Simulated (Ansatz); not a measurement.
Runs of Ansatz 0.2.0 on C. It takes space group P6_3/mmc (No. 194, hexagonal). The conventional cell has a = 2.522 Å, b = 2.522 Å, c = 8.237 Å, α = 90.00°, β = 90.00°, γ = 120.00°. Around C (site symmetry 3m) lie 4 C at 1.54 Å. C (site symmetry 3m) has 4 C at 1.54 Å as nearest neighbours. This is a hexagonal form of diamond, not graphite.

```csv
task,level,cell,smearing,points for each segment of the path,gap on the mesh (eV),pressure (GPa),relaxed volume (Å³/atom),largest force (eV/Å)
band structure,BLYP,as given,fermi-dirac 0.05 eV,10,4.75,11.5,-,0.34
relaxation of cell and atoms,RPBE,relaxed,fermi-dirac 0.05 eV,-,4.51,0.0,5.78,-
relaxation of cell and atoms,revPBE+D3(BJ),relaxed,fermi-dirac 0.05 eV,-,4.57,0.0,5.62,-
relaxation of cell and atoms,PBEsol+D3(BJ),relaxed,fermi-dirac 0.05 eV,-,4.46,0.0,(b),-
relaxation of cell and atoms,BLYP+D4,relaxed,fermi-dirac 0.05 eV,-,4.88,0.0,5.68,-
band structure,revPBE,as given,fermi-dirac 0.05 eV,10,4.42,6.9,-,0.33
relaxation of cell and atoms,revPBE,relaxed,fermi-dirac 0.05 eV,-,4.51,0.0,(a),-
single point,PBE,as given,gaussian 0.015 eV,-,4.42,2.3,-,0.33
```

Alike in all rows: potentials or basis Ansatz PAW; no spin polarisation; k mesh 12 × 12 × 4; cutoff (eV) 420.

Q: Estimate the missing entries.

A: (a) 5.76; (b) 5.57.

Caveats: the PAW data sets come from PBE, with cores solved anew for the run's functional, which leaves a small shift of forces and pressure (some runs); the plane-wave basis is chosen anew once the cell has moved, so the energies of steps on either side of that aren't comparable (some runs).

A k mesh can miss the band edges.
